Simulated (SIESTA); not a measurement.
Crystal: SnSe.

```
CELL_PARAMETERS angstrom
11.42000 0.00000 0.00000
0.00000 4.19000 0.00000
0.00000 0.00000 4.46000
ATOMIC_POSITIONS crystal
Sn 0.87700 0.75000 0.90900
Sn 0.62300 0.25000 0.40900
Sn 0.37700 0.75000 0.59100
Sn 0.12300 0.25000 0.09100
Se 0.64300 0.75000 0.98400
Se 0.85700 0.25000 0.48400
Se 0.14300 0.75000 0.51600
Se 0.35700 0.25000 0.01600
```

* Program: SIESTA 5.4.2
* Task: relaxation of cell and atoms
* Functional: LDA
* Potentials or basis: PseudoDojo 0.4 standard (LDA files)
* Basis: DZP (energy shift 0.003 Ry; two zetas on semicore shells)
* Grid cutoff: 500 Ry
* Energy shift: 0.003 Ry
* k mesh: 3 × 6 × 6
* Occupations: fermi-dirac, width 0.05 eV
* Spin: no spin polarisation

At the start: pressure -0.5 GPa; volume 26.68 Å³/atom.

Question: Where does the relaxation end?

Answer: Over 20 steps the energy falls by 21.1 meV/atom and the volume is 25.60 Å³/atom (-4.0 %); space group Pnma (No. 62, to 0.05 Å).

Step by step:
| step | energy change (eV) | largest force (eV/Å) | pressure (GPa) | volume (Å³) |
| --- | --- | --- | --- | --- |
| 1 | 0.0000 | 0.5300 | -0.46 | 213.41 |
| 2 | -0.0247 | 0.4539 | -0.65 | 213.32 |
| 3 | -0.0995 | 0.0875 | -1.45 | 212.50 |
| 4 | -0.1062 | 0.1242 | -1.52 | 212.00 |
| 5 | -0.1150 | 0.1640 | -1.47 | 210.94 |
| 6 | -0.1282 | 0.1876 | -1.20 | 208.96 |
| 7 | -0.1447 | 0.1665 | -0.59 | 206.05 |
| 8 | -0.1560 | 0.0923 | 0.02 | 204.04 |
| 9 | -0.1595 | 0.0392 | 0.26 | 203.72 |
| 10 | -0.1599 | 0.0356 | 0.23 | 203.94 |
| 11 | -0.1605 | 0.0323 | 0.16 | 204.31 |
| 12 | -0.1616 | 0.0294 | 0.07 | 204.75 |
| 13 | -0.1634 | 0.0345 | -0.07 | 205.21 |
| 14 | -0.1649 | 0.0425 | -0.15 | 205.28 |
| 15 | -0.1658 | 0.0453 | -0.15 | 205.00 |
| 16 | -0.1663 | 0.0487 | -0.10 | 204.74 |
| 17 | -0.1670 | 0.0499 | -0.04 | 204.47 |
| 18 | -0.1680 | 0.0402 | 0.02 | 204.34 |
| 19 | -0.1687 | 0.0218 | 0.03 | 204.51 |
| 20 | -0.1690 | 0.0096 | 0.00 | 204.77 |

Final structure:
```xyz
8
Lattice="11.4502 0.0000 0.0000 0.0000 4.1658 0.0000 0.0000 0.0000 4.2929" Properties=species:S:1:pos:R:3 pbc="T T T"
Sn   10.1381    3.1244    3.8947
Sn    7.0372    1.0415    1.7482
Sn    4.4130    3.1244    2.5447
Sn    1.3121    1.0415    0.3982
Se    7.3555    3.1244    4.1465
Se    9.8198    1.0415    2.0001
Se    1.6304    3.1244    2.2928
Se    4.0947    1.0415    0.1464
```

Caveat: the basis of atomic orbitals isn't converged, which shifts pressures, moduli and gaps.
